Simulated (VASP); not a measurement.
# KF (F-43m) in VASP: further runs

The runs below take KF through single point, with HSE06, PBE, r2SCAN.

Program: VASP 6.6.1. These are calculated values, not measurements. Logs are shortened: lines on timing, memory, paths and dates and some standing lists are left out, and cuts for length are marked.

## 1. The cell of the first run

It takes space group F-43m (No. 216, cubic). The conventional cell has a = 5.691 Å, b = 5.691 Å, c = 5.691 Å, α = 90.00°, β = 90.00°, γ = 90.00°. Around K (site symmetry -43m) lie 4 F at 2.46 Å. F (site symmetry -43m) is surrounded by 4 K at 2.46 Å.

The cell was built by a generator and needn't be a form met in nature.

## 2. Single point, HSE06 (hydrostatic strain -3.1%)

Contents of POSCAR:

```
KF
1.0
    0.0000000000      2.8455781461      2.8455781461
    2.8455781461      0.0000000000      2.8455781461
    2.8455781461      2.8455781461      0.0000000000
K F
1 1
Direct
    0.0000000000      0.0000000000      0.0000000000
    0.2500000000      0.2500000000      0.2500000000
```

Contents of INCAR.step1:

```
  PREC = Accurate
  ENCUT = 520
  EDIFF = 1E-5
  ISMEAR = 0
  SIGMA = 0.01
  LREAL = False
  LASPH = True
  NELM = 100
  ALGO = Normal
  ISIF = 2
  LWAVE = True
  LCHARG = False
  NBANDS = 15
  GGA = PE
```

Contents of INCAR.step2:

```
  PREC = Accurate
  ENCUT = 520
  EDIFF = 1E-6
  ISMEAR = 0
  SIGMA = 0.01
  LREAL = False
  LASPH = True
  NELM = 100
  ALGO = Normal
  ISIF = 2
  LWAVE = False
  LCHARG = False
  GGA = PE
  LHFCALC = True
  HFSCREEN = 0.2079
  PRECFOCK = Normal
  NBANDS = 15
  ISTART = 1
```

Contents of KPOINTS:

```
Automatic mesh
0
Gamma
  6 6 6
```

Potentials or basis: VASP PAW PBE potentials, release 64 (K_sv, F).

Launch:

```console
$ cat potpaw_PBE.64/K_sv/POTCAR potpaw_PBE.64/F/POTCAR > POTCAR
$ cp INCAR.step1 INCAR
$ mpirun -np 1 vasp_std > vasp.out
$ cp INCAR.step2 INCAR
$ mpirun -np 1 vasp_std > vasp.out
```

OUTCAR:

```text
PREC = Accurate
   ENCUT = 520
   EDIFF = 1E-6
   ISMEAR = 0
   LREAL = False
   LASPH = True
   NELM = 100
   ISIF = 2
   GGA = PE
   LHFCALC = True
   HFSCREEN = 0.2079
   PRECFOCK = Normal
   ISTART = 1

 ion  position               nearest neighbor table
   1  0.000  0.000  0.000-   2 2.46   2 2.46   2 2.46   2 2.46
   2  0.250  0.250  0.250-   1 2.46   1 2.46   1 2.46   1 2.46

  LATTYP: Found a face centered cubic cell.
 ALAT       =     5.6911562922

  Lattice vectors:

 A1 = (   0.0000000000,   2.8455781461,   2.8455781461)
 A2 = (   2.8455781461,   0.0000000000,   2.8455781461)
 A3 = (   2.8455781461,   2.8455781461,   0.0000000000)

Analysis of symmetry for initial positions (statically):
=====================================================================
 Subroutine PRICEL returns:
 Original cell was already a primitive cell.

 Routine SETGRP: Setting up the symmetry group for a
 face centered cubic supercell.

 Subroutine GETGRP returns: Found 24 space group operations
 (whereof 24 operations were pure point group operations)
 out of a pool of 48 trial point group operations.

The static configuration has the point symmetry T_d .

Analysis of symmetry for dynamics (positions and initial velocities):
=====================================================================
 Subroutine PRICEL returns:
 Original cell was already a primitive cell.

 Routine SETGRP: Setting up the symmetry group for a
 face centered cubic supercell.

 Subroutine GETGRP returns: Found 24 space group operations
 (whereof 24 operations were pure point group operations)
 out of a pool of 48 trial point group operations.

The dynamic configuration has the point symmetry T_d .

 Subroutine INISYM returns: Found 24 space group operations
 (whereof 24 operations are pure point group operations),
 and found     1 'primitive' translations

----------------------------------------------------------------------------------------

                                     Primitive cell

  volume of cell :      46.0831

  direct lattice vectors                    reciprocal lattice vectors
     0.000000000  2.845578146  2.845578146    -0.175711217  0.175711217  0.175711217
     2.845578146  0.000000000  2.845578146     0.175711217 -0.175711217  0.175711217
     2.845578146  2.845578146  0.000000000     0.175711217  0.175711217 -0.175711217

  length of vectors
     4.024255207  4.024255207  4.024255207     0.304340756  0.304340756  0.304340756

  position of ions in fractional coordinates (direct lattice)
     0.000000000  0.000000000  0.000000000
     0.250000000  0.250000000  0.250000000

  ion indices of the primitive-cell ions
   primitive index   ion index
                 1           1
                 2           2

----------------------------------------------------------------------------------------

 KPOINTS: Automatic mesh

Automatic generation of k-mesh.
 Grid dimensions read from file:
 generate k-points for:    6    6    6

 Generating k-lattice:

  Cartesian coordinates                     Fractional coordinates (reciprocal lattice)
    -0.029285203  0.029285203  0.029285203     0.166666667  0.000000000  0.000000000
     0.029285203 -0.029285203  0.029285203     0.000000000  0.166666667  0.000000000
     0.029285203  0.029285203 -0.029285203     0.000000000  0.000000000  0.166666667

  Length of vectors
     0.050723459  0.050723459  0.050723459

  Shift w.r.t. Gamma in fractional coordinates (k-lattice)
     0.000000000  0.000000000  0.000000000

 Subroutine IBZKPT returns following result:
 ===========================================

 Found     16 irreducible k-points:

 Following reciprocal coordinates:
            Coordinates               Weight
  0.000000  0.000000  0.000000      1.000000
  0.166667  0.000000  0.000000      8.000000
  0.333333  0.000000  0.000000      8.000000
  0.500000  0.000000  0.000000      4.000000
  0.166667  0.166667  0.000000      6.000000
  0.333333  0.166667  0.000000     24.000000
[... 8 lines left out ...]
 -0.333333  0.333333  0.166667     24.000000
 -0.333333  0.500000  0.166667     12.000000
   k-points           NKPTS =     16   k-points in BZ     NKDIM =    216   number of bands    NBANDS=     15
   number of dos      NEDOS =    301   number of ions     NIONS =      2
   total plane-waves  NPLWV =  27000
   dimension x,y,z NGX =    30 NGY =   30 NGZ =   30
   dimension x,y,z NGXF=    60 NGYF=   60 NGZF=   60
   ions per type =               1   1
   NGX,Y,Z   is equivalent  to a cutoff of  12.39, 12.39, 12.39 a.u.
   NGXF,Y,Z  is equivalent  to a cutoff of  24.79, 24.79, 24.79 a.u.
 SYSTEM =  unknown system
   PREC   = accura    normal or accurate (medium, high low for compatibility)
   ISTART =      1    job   : 0-new  1-cont  2-samecut
   ICHARG =      0    charge: 1-file 2-atom 10-const
   ISPIN  =      1    spin polarized calculation?
   LNONCOLLINEAR =      F non collinear calculations
   LSORBIT =      F    spin-orbit coupling
   LASPH  =      T    aspherical Exc in radial PAW
   ENCUT  =  520.0 eV  38.22 Ry    6.18 a.u.   7.48  7.48  7.48*2*pi/ulx,y,z
   NELM   =    100;   NELMIN=  2; NELMDL=  0     # of ELM steps
   EDIFF  = 0.1E-05   stopping-criterion for ELM
   LREAL  =      F    real-space projection
   EDIFFG = 0.1E-04   stopping-criterion for IOM
   NSW    =      0    number of steps for IOM
   IBRION =     -1    ionic relax: 0-MD 1-quasi-New 2-CG
   NFREE  =      0    steps in history (QN), initial steepest desc. (CG)
   ISIF   =      2    stress and relaxation
   ISYM   =      3    0-nonsym 1-usesym 2-fastsym
   POTIM  = 0.5000    time-step for ionic-motion
   TEBEG  =    0.0;   TEEND  =   0.0 temperature during run
   PSTRESS=    0.0 pullay stress
   NELECT =      16.0000    total number of electrons
   NUPDOWN=      -1.0000    fix difference up-down
   EMIN   =  10.00;   EMAX   =-10.00  energy-range for DOS
   EFERMI =   0.00;   METHOD = LEGACY
   ISMEAR =     0;   SIGMA  =   0.01  broadening in eV -4-tet -1-fermi 0-gaus
   EFERMI_NEDOS =   21; number of points for ismear=-14 and -15
   IALGO  =     38    algorithm
   IMIX   =      1    mixing-type and parameters
     AMIX     =   0.40;   BMIX     =  1.00
     AMIX_MAG =   1.60;   BMIX_MAG =  1.00
  volume/ion in A,a.u.               =      23.04       155.49
  Fermi-wavevector in a.u.,A,eV,Ry     =   1.150626  2.174368 18.013310  1.323941
  Thomas-Fermi vector in A             =   2.287289
   LORBIT       =      0    0 simple, 1 ext, 2 COOP (PROOUT), +10 PAW based schemes
   GGA     = PE    functional components
   LHFCALC =     T    Hartree Fock is set to
   PRECFOCK=normal    Normal, Fast or Accurate (Low or Medium for compatibility)
   ENCUT4O =  -1.0   cutoff for four orbital integrals eV
   NKREDX  =     1    reduce k-point grid by
   NKREDY  =     1    reduce k-point grid by
   NKREDZ  =     1    reduce k-point grid by
   AEXX    =    0.2500 exact exchange contribution
   HFSCREEN=    0.2079 screening length (either q_TF or 0.3 A-1)
   HFSCREENC=   0.2079 screening length for correlation (either q_TF or 0.3 A-1)
   ENCUTFOCK=  -1.0 apply spherical cutoff to Coloumb kernel
   IVDW    =     0    specifies the selected vdW correction
   LEPSILON=     F    determine dielectric tensor
   LRPA    =     F    only Hartree local field effects (RPA)
 non-spin polarized calculation
 Gauss-broadening in eV      SIGMA  =   0.01
  energy-cutoff  :      520.00
  volume of cell :       46.08
 maximum number of plane-waves:      1258
 NGX is ok and might be reduce to    30
  NGX = 24; NGY = 24; NGZ = 24

 number of electron      16.0000011 magnetization

 Free energy of the ion-electron system (eV)
  ---------------------------------------------------
  ext. energy  EPLUGINS =         0.00000000
  ---------------------------------------------------
  free energy    TOTEN  =        -9.72032698 eV

  energy without entropy =       -9.72032698  energy(sigma->0) =       -9.72032698

 E-fermi :  -4.9435     XC(G=0):  -6.1146

 val. band max:       -4.9975680116   @ k =  -0.3333   0.5000   0.1667
 cond. band min:       2.3045522552   @ k =   0.0000   0.0000   0.0000
 fundamental gap:      7.3021202669
 Fermi energy:        -4.9434857137

 k-point     1 :       0.0000    0.0000    0.0000
  band No.  band energies     occupation
      1     -32.4554      2.00000
      2     -25.1402      2.00000
      3     -14.4687      2.00000
      4     -14.4687      2.00000
      5     -14.4687      2.00000
      6      -5.3007      2.00000
      7      -5.3007      2.00000
      8      -5.3007      2.00000
      9       2.3046      0.00000
     10       9.5475      0.00000
     11       9.5475      0.00000
     12       9.7543      0.00000
     13       9.7543      0.00000
     14       9.7543      0.00000
     15      14.8498      0.00000

 k-point     2 :       0.1667    0.0000    0.0000
  band No.  band energies     occupation
      1     -32.4373      2.00000
      2     -25.1730      2.00000
      3     -14.5052      2.00000
      4     -14.4876      2.00000
      5     -14.4876      2.00000
      6      -5.3290      2.00000
      7      -5.2670      2.00000
      8      -5.2670      2.00000
      9       2.8878      0.00000
     10       8.9970      0.00000
     11       8.9970      0.00000
     12       9.1737      0.00000
     13      10.2992      0.00000
     14      10.2992      0.00000
     15      13.1506      0.00000
[... 221 lines left out ...]
      3     -14.7523      2.00000
      4     -14.6197      2.00000
      5     -14.4079      2.00000
      6      -5.3335      2.00000
      7      -5.1838      2.00000
      8      -5.0443      2.00000
      9       5.3865      0.00000
     10       6.2418      0.00000
     11       8.8543      0.00000
     12       9.5719      0.00000
     13      10.8758      0.00000
     14      11.7498      0.00000
     15      12.3317      0.00000

 k-point    16 :      -0.3333    0.5000    0.1667
  band No.  band energies     occupation
      1     -32.3580      2.00000
      2     -25.3129      2.00000
      3     -14.7315      2.00000
      4     -14.6643      2.00000
      5     -14.4054      2.00000
      6      -5.4263      2.00000
      7      -5.1156      2.00000
      8      -4.9976      2.00000
      9       5.5090      0.00000
     10       5.8258      0.00000
     11       9.5422      0.00000
     12      10.1721      0.00000
     13      11.1119      0.00000
     14      11.6319      0.00000
     15      12.1128      0.00000

------------------------ aborting loop because EDIFF is reached ----------------------------------------

  FORCE on cell =-STRESS in cart. coord.  units (eV):
  Direction    XX          YY          ZZ          XY          YZ          ZX
  --------------------------------------------------------------------------------------
  -------------------------------------------------------------------------------------
  Total        0.9662224      0.9662224      0.9662224      0.0000000      0.0000000     -0.0000000
  in kB       33.5927937     33.5927937     33.5927937      0.0000000      0.0000000     -0.0000000
  external PRESSURE =      33.5927937 kB  Pullay stress =       0.0000000 kB

 VOLUME and BASIS-vectors are now :
 -----------------------------------------------------------------------------
  energy-cutoff  :      520.00
  volume of cell :       46.08
      direct lattice vectors                 reciprocal lattice vectors
     0.000000000  2.845578146  2.845578146    -0.175711217  0.175711217  0.175711217
     2.845578146  0.000000000  2.845578146     0.175711217 -0.175711217  0.175711217
     2.845578146  2.845578146  0.000000000     0.175711217  0.175711217 -0.175711217

 POSITION                                       TOTAL-FORCE (eV/Angst)
 -----------------------------------------------------------------------------------
      0.00000      0.00000      0.00000         0.000000      0.000000     -0.000000
      1.42279      1.42279      1.42279        -0.000000     -0.000000      0.000000
 -----------------------------------------------------------------------------------
    total drift:                               -0.000000      0.000000     -0.000000

  FREE ENERGIE OF THE ION-ELECTRON SYSTEM (eV)
  ---------------------------------------------------
  free  energy   TOTEN  =        -9.7203269806 eV

  energy  without entropy=       -9.7203269806  energy(sigma->0) =       -9.72032698
```

It took 27 min on 1 thread of Intel Xeon 6975P-C (Granite Rapids), shared host; peak memory 0.28 GiB.

Results:

```yaml
Free_energy: -9.7203 eV
Pressure: 3.4 GPa
Band_gap_on_the_k_mesh: 7.30 eV, indirect (least direct gap 7.61 eV)
```

Caveat: the PAW data sets were made with another functional, which shifts forces and pressure a little. A k mesh can miss the band edges.

## 3. Single point, PBE (hydrostatic strain -3.1%)

Contents of INCAR:

```
  ALGO = Normal
  EDIFF = 1E-6
  ENCUT = 520
  GGA = PE
  ISIF = 2
  ISMEAR = -1
  LASPH = T
  LCHARG = T
  LELF = T
  LREAL = F
  LVHAR = T
  LWAVE = F
  NBANDS = 15
  NELM = 100
  PREC = Accurate
  SIGMA = 0.02
```

Contents of KPOINTS:

```
k-points
0
Gamma
  8 8 8
```

POSCAR is that of step 2.

Potentials or basis: VASP PAW PBE potentials, release 64 (K_sv, F).

Launch:

```console
$ cat potpaw_PBE.64/K_sv/POTCAR potpaw_PBE.64/F/POTCAR > POTCAR
$ mpirun -np 1 vasp_std > vasp.out
```

It took 15 s on 1 thread of Intel Xeon 6975P-C (Granite Rapids), shared host; peak memory 0.17 GiB.

Results (log left out):

```yaml
Free_energy: -8.0530 eV
Pressure: 3.8 GPa
Band_gap_on_the_k_mesh: 5.41 eV, indirect (least direct gap 5.71 eV)
```

Levels at points of the mesh, in eV from the valence-band top:
| k point | band 4 | band 5 | band 6 | band 7 | band 8 | band 9 | band 10 | band 11 | band 12 | band 13 |
| --- | --- | --- | --- | --- | --- | --- | --- | --- | --- | --- |
| (0.00, 0.00, 0.00) | -9.31 | -9.31 | -0.29 | -0.29 | -0.29 | 5.41 | 12.11 | 12.11 | 12.36 | 12.36 |
| (0.50, 0.00, 0.00) | -9.37 | -9.37 | -0.30 | -0.17 | -0.17 | 8.33 | 9.70 | 11.23 | 11.23 | 13.47 |
| (0.50, 0.50, 0.00) | -9.48 | -9.32 | -0.56 | 0.00 | 0.00 | 8.51 | 8.61 | 13.06 | 13.38 | 13.52 |

A k mesh can miss the band edges.

## 4. Single point, r2SCAN (hydrostatic strain -3.1%)

POSCAR is that of step 3.

Contents of INCAR.step1:

```
PREC = Accurate ; ENCUT = 520
ISMEAR = 0 ; SIGMA = 0.01
LREAL = False ; LASPH = True
NELM = 100 ; NBANDS = 15
GGA = PE ; ALGO = Normal
EDIFF = 1E-4 ; LWAVE = True
LCHARG = False
```

Contents of INCAR.step2:

```
PREC = Accurate ; ENCUT = 520
EDIFF = 1E-6 ; ISMEAR = 0
SIGMA = 0.01 ; LREAL = False
LASPH = True ; NELM = 100
ALGO = Normal ; ISIF = 2
LWAVE = False ; LCHARG = True
METAGGA = R2SCAN ; LMIXTAU = True
LELF = True ; LVHAR = True
NBANDS = 15 ; ISTART = 1
```

Contents of KPOINTS:

```
regular mesh
0
Gamma
  8 8 8
```

Potentials or basis: VASP PAW PBE potentials, release 64 (K_sv, F).

Launch:

```console
$ cat potpaw_PBE.64/K_sv/POTCAR potpaw_PBE.64/F/POTCAR > POTCAR
$ cp INCAR.step1 INCAR
$ mpirun -np 1 vasp_std > vasp.out
$ cp INCAR.step2 INCAR
$ mpirun -np 1 vasp_std > vasp.out
```

OUTCAR:

```text
PREC = Accurate
   ENCUT = 520
   EDIFF = 1E-6
   ISMEAR = 0
   LREAL = False
   LASPH = True
   NELM = 100
   ISIF = 2
   METAGGA = R2SCAN
   ISTART = 1

 ion  position               nearest neighbor table
   1  0.000  0.000  0.000-   2 2.46   2 2.46   2 2.46   2 2.46
   2  0.250  0.250  0.250-   1 2.46   1 2.46   1 2.46   1 2.46

  LATTYP: Found a face centered cubic cell.
 ALAT       =     5.6911562922

  Lattice vectors:

 A1 = (   0.0000000000,   2.8455781461,   2.8455781461)
[... 620 lines left out ...]
------------------------ aborting loop because EDIFF is reached ----------------------------------------

  FORCE on cell =-STRESS in cart. coord.  units (eV):
  Direction    XX          YY          ZZ          XY          YZ          ZX
  --------------------------------------------------------------------------------------
  -------------------------------------------------------------------------------------
  Total        0.8123852      0.8123852      0.8123852      0.0000000      0.0000000      0.0000000
  in kB       28.2443131     28.2443131     28.2443131      0.0000000      0.0000000      0.0000000
  external PRESSURE =      28.2443131 kB  Pullay stress =       0.0000000 kB

 VOLUME and BASIS-vectors are now :
 -----------------------------------------------------------------------------
  energy-cutoff  :      520.00
  volume of cell :       46.08
      direct lattice vectors                 reciprocal lattice vectors
     0.000000000  2.845578146  2.845578146    -0.175711217  0.175711217  0.175711217
     2.845578146  0.000000000  2.845578146     0.175711217 -0.175711217  0.175711217
     2.845578146  2.845578146  0.000000000     0.175711217  0.175711217 -0.175711217

 POSITION                                       TOTAL-FORCE (eV/Angst)
 -----------------------------------------------------------------------------------
      0.00000      0.00000      0.00000        -0.000000     -0.000000     -0.000000
      1.42279      1.42279      1.42279         0.000000      0.000000      0.000000
 -----------------------------------------------------------------------------------
    total drift:                                0.000000      0.000000      0.000000

  FREE ENERGIE OF THE ION-ELECTRON SYSTEM (eV)
  ---------------------------------------------------
  free  energy   TOTEN  =       -14.6646214368 eV

  energy  without entropy=      -14.6646214368  energy(sigma->0) =      -14.66462144
```

OUTCAR.step1:

```text
PREC = Accurate
   ENCUT = 520
   ISMEAR = 0
   LREAL = False
   LASPH = True
[... 655 lines left out ...]
      0.00000      0.00000      0.00000        -0.000000      0.000000     -0.000000
      1.42279      1.42279      1.42279         0.000000     -0.000000      0.000000
 -----------------------------------------------------------------------------------
    total drift:                                0.000000      0.000000      0.000000

  FREE ENERGIE OF THE ION-ELECTRON SYSTEM (eV)
  ---------------------------------------------------
  free  energy   TOTEN  =        -8.0530337324 eV

  energy  without entropy=       -8.0530337324  energy(sigma->0) =       -8.05303373
```

OSZICAR.step1:

```text
N       E                     dE             d eps       ncg     rms          rms(c)
DAV:   1     0.111531393888E+03    0.11153E+03   -0.80038E+03   870   0.101E+03
DAV:   2    -0.450187930046E+01   -0.11603E+03   -0.10745E+03  1132   0.278E+02
DAV:   3    -0.940225881434E+01   -0.49004E+01   -0.48752E+01  1131   0.511E+01
DAV:   4    -0.959725209119E+01   -0.19499E+00   -0.19497E+00  1240   0.874E+00
DAV:   5    -0.959841667677E+01   -0.11646E-02   -0.11646E-02  1145   0.835E-01    0.709E+00
DAV:   6    -0.808210757337E+01    0.15163E+01   -0.44664E+00   954   0.172E+01    0.449E+00
DAV:   7    -0.804656051942E+01    0.35547E-01   -0.12378E-01   915   0.265E+00    0.263E+00
DAV:   8    -0.804817318114E+01   -0.16127E-02   -0.73701E-02   926   0.256E+00    0.334E-01
DAV:   9    -0.805124164457E+01   -0.30685E-02   -0.86276E-03  1080   0.625E-01    0.146E-01
DAV:  10    -0.805308619105E+01   -0.18445E-02   -0.25535E-03   905   0.421E-01    0.676E-02
DAV:  11    -0.805303373238E+01    0.52459E-04   -0.19970E-04  1164   0.114E-01
   1 F= -.80530337E+01 E0= -.80530337E+01  d E =-.141732E-51
```

Wall time 56 s (1 thread of Intel Xeon 6975P-C (Granite Rapids), shared host); peak memory 0.17 GiB.

What came out:

- Free energy: -14.6646 eV
- Pressure: 2.8 GPa
- Band gap on the k mesh: 5.97 eV, indirect (least direct gap 6.26 eV)

Caveat: the PAW data sets were made with another functional, which shifts forces and pressure a little. A k mesh can miss the band edges.

[end of part 1 of 2]
